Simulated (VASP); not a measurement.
# HfH2 (I4/mmm) in VASP: notebook

Runs on HfH2. Level: PBEsol. Tasks: single point.

Everything below comes from runs of VASP 6.6.1. Logs are shortened: lines on timing, memory, paths and dates and some standing lists are left out, and cuts for length are marked.

**1. The structure**

The structure is tetragonal, space group I4/mmm (No. 139). Conventional cell: a = 3.478 Å, b = 3.478 Å, c = 4.361 Å, α = 90.00°, β = 90.00°, γ = 90.00°. Hf (site symmetry 4/mmm) has 8 H at 2.05 Å as nearest neighbours. H (site symmetry -4m2) is surrounded by 4 Hf at 2.05 Å and 2 H at 2.18 Å.

**2. Single point, PBEsol**

INCAR reads:

```
PREC = Accurate
ENCUT = 280
EDIFF = 1E-6
ISMEAR = 1
SIGMA = 0.15
LREAL = False
LASPH = True
NELM = 100
ALGO = Normal
ISIF = 2
LWAVE = False
LCHARG = False
GGA = PS
NBANDS = 13
ADDGRID = False
```

KPOINTS reads:

```
Automatic mesh
0
Gamma
  5 5 5
```

POSCAR reads:

```
HfH2
1.0
   -1.7390000000      1.7390000000      2.1805000000
    1.7390000000     -1.7390000000      2.1805000000
    1.7390000000      1.7390000000     -2.1805000000
Hf H
1 2
Direct
    0.0000000000      0.0000000000      0.0000000000
    0.2500000000      0.7500000000      0.5000000000
    0.7500000000      0.2500000000      0.5000000000
```

Potentials or basis: VASP PAW PBE potentials, release 64 (Hf_pv, H_s).

The run is started by

```sh
cat potpaw_PBE.64/Hf_pv/POTCAR potpaw_PBE.64/H_s/POTCAR > POTCAR
mpirun -np 1 vasp_std > vasp.out
```

OUTCAR:

```text
PREC = Accurate
   ENCUT = 280
   EDIFF = 1E-6
   ISMEAR = 1
   LREAL = False
   LASPH = True
   NELM = 100
   ISIF = 2
   GGA = PS

 Found     18 irreducible k-points:

 Following reciprocal coordinates:
            Coordinates               Weight
  0.000000  0.000000  0.000000      1.000000
  0.200000 -0.000000  0.000000      8.000000
  0.400000  0.000000  0.000000      8.000000
  0.200000  0.200000  0.000000      8.000000
  0.400000  0.200000  0.000000     16.000000
 -0.400000  0.200000  0.000000     16.000000
   k-points           NKPTS =     18   k-points in BZ     NKDIM =     18   number of bands    NBANDS=     13
   number of dos      NEDOS =    301   number of ions     NIONS =      3
   total plane-waves  NPLWV =   5832
   dimension x,y,z NGX =    18 NGY =   18 NGZ =   18
   dimension x,y,z NGXF=    36 NGYF=   36 NGZF=   36
   ions per type =               1   2
   NGX,Y,Z   is equivalent  to a cutoff of   9.10,  9.10,  9.10 a.u.
   NGXF,Y,Z  is equivalent  to a cutoff of  18.21, 18.21, 18.21 a.u.
 SYSTEM =  unknown system
   PREC   = accura    normal or accurate (medium, high low for compatibility)
   ISTART =      0    job   : 0-new  1-cont  2-samecut
   ICHARG =      2    charge: 1-file 2-atom 10-const
   ISPIN  =      1    spin polarized calculation?
   LNONCOLLINEAR =      F non collinear calculations
   LSORBIT =      F    spin-orbit coupling
   LASPH  =      T    aspherical Exc in radial PAW
   ENCUT  =  280.0 eV  20.58 Ry    4.54 a.u.   4.48  4.48  4.48*2*pi/ulx,y,z
   NELM   =    100;   NELMIN=  2; NELMDL= -5     # of ELM steps
   EDIFF  = 0.1E-05   stopping-criterion for ELM
   LREAL  =      F    real-space projection
   EDIFFG = 0.1E-04   stopping-criterion for IOM
   NSW    =      0    number of steps for IOM
   IBRION =     -1    ionic relax: 0-MD 1-quasi-New 2-CG
   NFREE  =      0    steps in history (QN), initial steepest desc. (CG)
   ISIF   =      2    stress and relaxation
   ISYM   =      2    0-nonsym 1-usesym 2-fastsym
   POTIM  = 0.5000    time-step for ionic-motion
   TEBEG  =    0.0;   TEEND  =   0.0 temperature during run
   PSTRESS=    0.0 pullay stress
   NELECT =      12.0000    total number of electrons
   NUPDOWN=      -1.0000    fix difference up-down
   EMIN   =  10.00;   EMAX   =-10.00  energy-range for DOS
   EFERMI =   0.00;   METHOD = LEGACY
   ISMEAR =     1;   SIGMA  =   0.15  broadening in eV -4-tet -1-fermi 0-gaus
   EFERMI_NEDOS =   21; number of points for ismear=-14 and -15
   IALGO  =     38    algorithm
   IMIX   =      4    mixing-type and parameters
     AMIX     =   0.40;   BMIX     =  1.00
     AMIX_MAG =   1.60;   BMIX_MAG =  1.00
  volume/ion in A,a.u.               =       8.79        59.33
  Fermi-wavevector in a.u.,A,eV,Ry     =   1.259109  2.379372 21.570088  1.585357
  Thomas-Fermi vector in A             =   2.392686
   LORBIT       =      0    0 simple, 1 ext, 2 COOP (PROOUT), +10 PAW based schemes
   GGA     = PS    functional components
   LHFCALC =     F    Hartree Fock is set to
   AEXX    =    0.0000 exact exchange contribution
   IVDW    =     0    specifies the selected vdW correction
   LEPSILON=     F    determine dielectric tensor
   LRPA    =     F    only Hartree local field effects (RPA)
 non-spin polarized calculation
 Methfessel and Paxton  Order N= 1 SIGMA  =   0.15
  energy-cutoff  :      280.00
  volume of cell :       26.38
 maximum number of plane-waves:       290
 NGX is ok and might be reduce to    18
   NGX =  9   NGY =  9   NGZ =  9

 number of electron      12.0000010 magnetization

 Free energy of the ion-electron system (eV)
  ---------------------------------------------------
  ext. energy  EPLUGINS =         0.00000000
  ---------------------------------------------------
  free energy    TOTEN  =       -18.82627568 eV

  energy without entropy =      -18.82697041  energy(sigma->0) =      -18.82650726

 E-fermi :   5.3871     XC(G=0): -11.5346

 val. band max:        5.2407240632   @ k =  -0.2000   0.2000   0.0000
 cond. band min:       5.4638922981   @ k =  -0.2000   0.4000   0.2000
 fundamental gap:      0.2231682349
 Fermi energy:         5.3870533023

 k-point     1 :       0.0000    0.0000    0.0000
  band No.  band energies     occupation
      1     -25.7236      2.00000
      2     -25.7236      2.00000
      3     -25.6580      2.00000
      4      -6.0319      2.00000
      5       3.9906      2.00000
      6       4.7394      2.00000
      7       4.7394      2.00000
      8       5.5229     -0.02481
      9       7.0626     -0.00000
     10       8.4069      0.00000
     11      16.6304      0.00000
     12      17.0628      0.00000
     13      17.0628      0.00000

 k-point     2 :       0.2000   -0.0000    0.0000
  band No.  band energies     occupation
      1     -25.9067      2.00000
      2     -25.7642      2.00000
      3     -25.6911      2.00000
      4      -5.0167      2.00000
      5       1.0992      2.00000
      6       4.9641      2.00049
      7       5.7041     -0.01089
      8       7.1612     -0.00000
      9       7.8243     -0.00000
     10       9.1254      0.00000
     11      13.8316      0.00000
     12      17.5387      0.00000
     13      17.9073      0.00000

 k-point     3 :       0.4000    0.0000    0.0000
  band No.  band energies     occupation
      1     -26.2168      2.00000
      2     -25.8278      2.00000
      3     -25.7116      2.00000
      4      -3.3485      2.00000
      5      -0.0343      2.00000
      6       4.5068      2.00000
      7       5.8380     -0.00018
      8       8.6466      0.00000
      9       9.3004      0.00000
     10      10.0183      0.00000
     11      12.2905      0.00000
     12      16.0171      0.00000
     13      17.4233      0.00000

 k-point     4 :       0.2000    0.2000    0.0000
  band No.  band energies     occupation
      1     -26.0716      2.00000
      2     -25.8751      2.00000
      3     -25.7217      2.00000
      4      -3.5123      2.00000
      5      -0.3699      2.00000
      6       4.4717      2.00000
      7       6.4692     -0.00000
      8       6.9226     -0.00000
      9       9.3236      0.00000
     10      11.9784      0.00000
     11      13.1881      0.00000
     12      14.0784      0.00000
     13      17.3853      0.00000

 k-point     5 :       0.4000    0.2000    0.0000
  band No.  band energies     occupation
      1     -26.1957      2.00000
      2     -25.9504      2.00000
      3     -25.7628      2.00000
      4      -2.3002      2.00000
      5      -0.5094      2.00000
      6       3.5686      2.00000
      7       6.2835     -0.00000
      8       8.5971      0.00000
      9       9.8436      0.00000
     10      10.9254      0.00000
     11      12.7139      0.00000
     12      14.1680      0.00000
     13      17.5618      0.00000

 k-point     6 :      -0.4000    0.2000    0.0000
  band No.  band energies     occupation
      1     -26.1334      2.00000
      2     -25.8497      2.00000
      3     -25.7757      2.00000
      4      -3.0078      2.00000
      5      -0.3947      2.00000
      6       3.6719      2.00000
      7       6.4583     -0.00000
      8       7.8869     -0.00000
      9       9.2322      0.00000
     10      12.0357      0.00000
     11      13.1705      0.00000
     12      14.6137      0.00000
     13      16.5006      0.00000

 [... further k-points ...]

------------------------ aborting loop because EDIFF is reached ----------------------------------------

  FORCE on cell =-STRESS in cart. coord.  units (eV):
  Direction    XX          YY          ZZ          XY          YZ          ZX
  --------------------------------------------------------------------------------------
  -------------------------------------------------------------------------------------
  Total       -1.2378620     -1.2378620     -1.0537660      0.0000000      0.0000000      0.0000000
  in kB      -75.1912981    -75.1912981    -64.0087742      0.0000000      0.0000000      0.0000000
  external PRESSURE =     -71.4637902 kB  Pullay stress =       0.0000000 kB

 VOLUME and BASIS-vectors are now :
 -----------------------------------------------------------------------------
  energy-cutoff  :      280.00
  volume of cell :       26.38
      direct lattice vectors                 reciprocal lattice vectors
    -1.739000000  1.739000000  2.180500000     0.000000000  0.287521564  0.229305205
     1.739000000 -1.739000000  2.180500000     0.287521564  0.000000000  0.229305205
     1.739000000  1.739000000 -2.180500000     0.287521564  0.287521564  0.000000000

 POSITION                                       TOTAL-FORCE (eV/Angst)
 -----------------------------------------------------------------------------------
      0.00000      0.00000      0.00000         0.000000      0.000000      0.000000
      1.73900     -0.00000      1.09025        -0.000000     -0.000000     -0.000000
     -0.00000      1.73900      1.09025         0.000000      0.000000     -0.000000
 -----------------------------------------------------------------------------------
    total drift:                                0.000000      0.000000      0.000000

  FREE ENERGIE OF THE ION-ELECTRON SYSTEM (eV)
  ---------------------------------------------------
  free  energy   TOTEN  =       -18.8262756836 eV

  energy  without entropy=      -18.8269704081  energy(sigma->0) =      -18.82650726
```

Wall time 2.4 s (1 thread of Intel Xeon 6975P-C (Granite Rapids), shared host); peak memory 0.12 GiB.

The run converged, but some of its settings lie outside the range that counts as converged, so its numbers aren't taken as properties of the crystal.

What came out:

```
Free energy            : -18.8263 eV
Pressure               : -7.1 GPa
Band gap on the k mesh : none (metal or under the smearing width)
```

Caveat: the k mesh is coarse (spacing up to 0.51 Å⁻¹), so the values aren't converged; the PAW data sets were made with another functional, which shifts forces and pressure a little.

**3. Single point, PBEsol**

INCAR: that of step 2 with these lines changed.

```diff
@@ -1,3 +1,3 @@
 PREC = Accurate
-ENCUT = 280
+ENCUT = 340
 EDIFF = 1E-6
```

KPOINTS is that of step 2.

POSCAR is that of step 2.

Potentials or basis: VASP PAW PBE potentials, release 64 (Hf_pv, H_s).

The run is started by

```sh
cat potpaw_PBE.64/Hf_pv/POTCAR potpaw_PBE.64/H_s/POTCAR > POTCAR
mpirun -np 1 vasp_std > vasp.out
```

OUTCAR:

```text
PREC = Accurate
   ENCUT = 340
   EDIFF = 1E-6
   ISMEAR = 1
   LREAL = False
   LASPH = True
   NELM = 100
   ISIF = 2
   GGA = PS

 Found     18 irreducible k-points:

 Following reciprocal coordinates:
            Coordinates               Weight
  0.000000  0.000000  0.000000      1.000000
  0.200000 -0.000000  0.000000      8.000000
  0.400000  0.000000  0.000000      8.000000
  0.200000  0.200000  0.000000      8.000000
  0.400000  0.200000  0.000000     16.000000
 -0.400000  0.200000  0.000000     16.000000
   k-points           NKPTS =     18   k-points in BZ     NKDIM =     18   number of bands    NBANDS=     13
   number of dos      NEDOS =    301   number of ions     NIONS =      3
   total plane-waves  NPLWV =   8000
   dimension x,y,z NGX =    20 NGY =   20 NGZ =   20
   dimension x,y,z NGXF=    40 NGYF=   40 NGZF=   40
   ions per type =               1   2
   NGX,Y,Z   is equivalent  to a cutoff of  10.12, 10.12, 10.12 a.u.
   NGXF,Y,Z  is equivalent  to a cutoff of  20.23, 20.23, 20.23 a.u.
 SYSTEM =  unknown system
   PREC   = accura    normal or accurate (medium, high low for compatibility)
   ISTART =      0    job   : 0-new  1-cont  2-samecut
   ICHARG =      2    charge: 1-file 2-atom 10-const
   ISPIN  =      1    spin polarized calculation?
   LNONCOLLINEAR =      F non collinear calculations
   LSORBIT =      F    spin-orbit coupling
   LASPH  =      T    aspherical Exc in radial PAW
   ENCUT  =  340.0 eV  24.99 Ry    5.00 a.u.   4.94  4.94  4.94*2*pi/ulx,y,z
   NELM   =    100;   NELMIN=  2; NELMDL= -5     # of ELM steps
   EDIFF  = 0.1E-05   stopping-criterion for ELM
   LREAL  =      F    real-space projection
   EDIFFG = 0.1E-04   stopping-criterion for IOM
   NSW    =      0    number of steps for IOM
   IBRION =     -1    ionic relax: 0-MD 1-quasi-New 2-CG
   NFREE  =      0    steps in history (QN), initial steepest desc. (CG)
   ISIF   =      2    stress and relaxation
   ISYM   =      2    0-nonsym 1-usesym 2-fastsym
   POTIM  = 0.5000    time-step for ionic-motion
   TEBEG  =    0.0;   TEEND  =   0.0 temperature during run
   PSTRESS=    0.0 pullay stress
   NELECT =      12.0000    total number of electrons
   NUPDOWN=      -1.0000    fix difference up-down
   EMIN   =  10.00;   EMAX   =-10.00  energy-range for DOS
   EFERMI =   0.00;   METHOD = LEGACY
   ISMEAR =     1;   SIGMA  =   0.15  broadening in eV -4-tet -1-fermi 0-gaus
   EFERMI_NEDOS =   21; number of points for ismear=-14 and -15
   IALGO  =     38    algorithm
[... 22 lines left out ...]
 Free energy of the ion-electron system (eV)
  ---------------------------------------------------
  ext. energy  EPLUGINS =         0.00000000
  ---------------------------------------------------
  free energy    TOTEN  =       -18.83273546 eV

  energy without entropy =      -18.83343121  energy(sigma->0) =      -18.83296738

 E-fermi :   5.3854     XC(G=0): -11.5340

 val. band max:        5.2388947894   @ k =  -0.2000   0.2000   0.0000
 cond. band min:       5.4621453994   @ k =  -0.2000   0.4000   0.2000
 fundamental gap:      0.2232506100
 Fermi energy:         5.3853685088

 k-point     1 :       0.0000    0.0000    0.0000
  band No.  band energies     occupation
      1     -25.7282      2.00000
      2     -25.7282      2.00000
      3     -25.6623      2.00000
      4      -6.0348      2.00000
      5       3.9823      2.00000
      6       4.7383      2.00000
      7       4.7383      2.00000
      8       5.5215     -0.02538
      9       7.0610     -0.00000
     10       8.4046      0.00000
     11      16.6199      0.00000
     12      17.0608      0.00000
     13      17.0608      0.00000
[... 66 lines left out ...]
  band No.  band energies     occupation
      1     -26.1375      2.00000
      2     -25.8538      2.00000
      3     -25.7797      2.00000
      4      -3.0105      2.00000
      5      -0.3968      2.00000
      6       3.6699      2.00000
      7       6.4568     -0.00000
      8       7.8850     -0.00000
      9       9.2303      0.00000
     10      12.0331      0.00000
     11      13.1680      0.00000
     12      14.6094      0.00000
     13      16.4977      0.00000

 [... further k-points ...]

------------------------ aborting loop because EDIFF is reached ----------------------------------------

  FORCE on cell =-STRESS in cart. coord.  units (eV):
  Direction    XX          YY          ZZ          XY          YZ          ZX
  --------------------------------------------------------------------------------------
  -------------------------------------------------------------------------------------
  Total       -1.0951786     -1.0951786     -0.9161842      0.0000000      0.0000000      0.0000000
  in kB      -66.5242986    -66.5242986    -55.6516635      0.0000000      0.0000000      0.0000000
  external PRESSURE =     -62.9000869 kB  Pullay stress =       0.0000000 kB

 VOLUME and BASIS-vectors are now :
 -----------------------------------------------------------------------------
  energy-cutoff  :      340.00
  volume of cell :       26.38
      direct lattice vectors                 reciprocal lattice vectors
    -1.739000000  1.739000000  2.180500000     0.000000000  0.287521564  0.229305205
     1.739000000 -1.739000000  2.180500000     0.287521564  0.000000000  0.229305205
     1.739000000  1.739000000 -2.180500000     0.287521564  0.287521564  0.000000000

 POSITION                                       TOTAL-FORCE (eV/Angst)
 -----------------------------------------------------------------------------------
      0.00000      0.00000      0.00000        -0.000000     -0.000000      0.000000
      1.73900     -0.00000      1.09025        -0.000000      0.000000      0.000000
     -0.00000      1.73900      1.09025         0.000000     -0.000000     -0.000000
 -----------------------------------------------------------------------------------
    total drift:                               -0.000000     -0.000000      0.000000

  FREE ENERGIE OF THE ION-ELECTRON SYSTEM (eV)
  ---------------------------------------------------
  free  energy   TOTEN  =       -18.8327354649 eV

  energy  without entropy=      -18.8334312090  energy(sigma->0) =      -18.83296738
```

OSZICAR:

```text
N       E                     dE             d eps       ncg     rms          rms(c)
DAV:   1     0.932831446417E+01    0.93283E+01   -0.49377E+03   468   0.615E+02
DAV:   2    -0.193662452263E+02   -0.28695E+02   -0.27422E+02   598   0.151E+02
DAV:   3    -0.199850307288E+02   -0.61879E+00   -0.61773E+00   568   0.163E+01
DAV:   4    -0.199879345764E+02   -0.29038E-02   -0.29037E-02   528   0.140E+00
DAV:   5    -0.199879562842E+02   -0.21708E-04   -0.21709E-04   561   0.100E-01    0.468E+01
DAV:   6    -0.190488769894E+02    0.93908E+00   -0.60082E-01   493   0.610E+00    0.297E+01
DAV:   7    -0.188739797763E+02    0.17490E+00   -0.81227E-01   523   0.687E+00    0.514E+00
DAV:   8    -0.188352983779E+02    0.38681E-01   -0.15023E-01   493   0.310E+00    0.214E+00
DAV:   9    -0.188327968971E+02    0.25015E-02   -0.80635E-03   528   0.760E-01    0.494E-01
DAV:  10    -0.188327368787E+02    0.60018E-04   -0.92202E-04   578   0.222E-01    0.252E-01
DAV:  11    -0.188327374614E+02   -0.58275E-06   -0.15843E-05   586   0.341E-02    0.979E-02
DAV:  12    -0.188327360186E+02    0.14428E-05   -0.20656E-06   523   0.110E-02    0.425E-02
DAV:  13    -0.188327354649E+02    0.55369E-06   -0.11657E-06   479   0.879E-03
   1 F= -.18832735E+02 E0= -.18832967E+02  d E =0.695744E-03
```

Run time: 2.9 s. Hardware: 1 thread of Intel Xeon 6975P-C (Granite Rapids), shared host; peak memory 0.12 GiB.

The run converged, but some of its settings lie outside the range that counts as converged, so its numbers aren't taken as properties of the crystal.

Results:

```yaml
Free_energy: -18.8327 eV
Pressure: -6.3 GPa
Band_gap_on_the_k_mesh: none (metal or under the smearing width)
```

Caveat: the k mesh is coarse (spacing up to 0.51 Å⁻¹), so the values aren't converged; the PAW data sets were made with another functional, which shifts forces and pressure a little.

**4. Single point, PBEsol**

INCAR: that of step 3 with these lines changed.

```diff
@@ -1,3 +1,3 @@
 PREC = Accurate
-ENCUT = 340
+ENCUT = 400
 EDIFF = 1E-6
```

KPOINTS is that of step 3.

POSCAR is that of step 3.

The run is started by

```sh
cat potpaw_PBE.64/Hf_pv/POTCAR potpaw_PBE.64/H_s/POTCAR > POTCAR
mpirun -np 1 vasp_std > vasp.out
```

Run time: 2.9 s. Hardware: 1 thread of Intel Xeon 6975P-C (Granite Rapids), shared host; peak memory 0.13 GiB.

These settings aren't checked as converged: the numbers below hold their error.

What came out:

- Free energy: -18.8379 eV
- Pressure: -5.9 GPa
- Band gap on the k mesh: none (metal or under the smearing width)

Caveat: the k mesh is coarse (spacing up to 0.51 Å⁻¹), so the values aren't converged; the PAW data sets were made with another functional, which shifts forces and pressure a little.

**5. Single point, PBEsol**

INCAR: that of step 4 with these lines changed.

```diff
@@ -1,3 +1,3 @@
 PREC = Accurate
-ENCUT = 400
+ENCUT = 280
 EDIFF = 1E-6
```

KPOINTS reads:

```
Automatic mesh
0
Gamma
  6 6 6
```

POSCAR is that of step 4.

The run is started by

```sh
cat potpaw_PBE.64/Hf_pv/POTCAR potpaw_PBE.64/H_s/POTCAR > POTCAR
mpirun -np 1 vasp_std > vasp.out
```

Run time: 2.8 s. Hardware: 1 thread of Intel Xeon 6975P-C (Granite Rapids), shared host; peak memory 0.12 GiB.

The run converged, but some of its settings lie outside the range that counts as converged, so its numbers aren't taken as properties of the crystal.

Results:

```
Free energy            : -18.8180 eV
Pressure               : -6.9 GPa
Band gap on the k mesh : none (metal or under the smearing width)
```

Caveat: the k mesh is coarse (spacing up to 0.43 Å⁻¹), so the values aren't converged; the PAW data sets were made with another functional, which shifts forces and pressure a little.
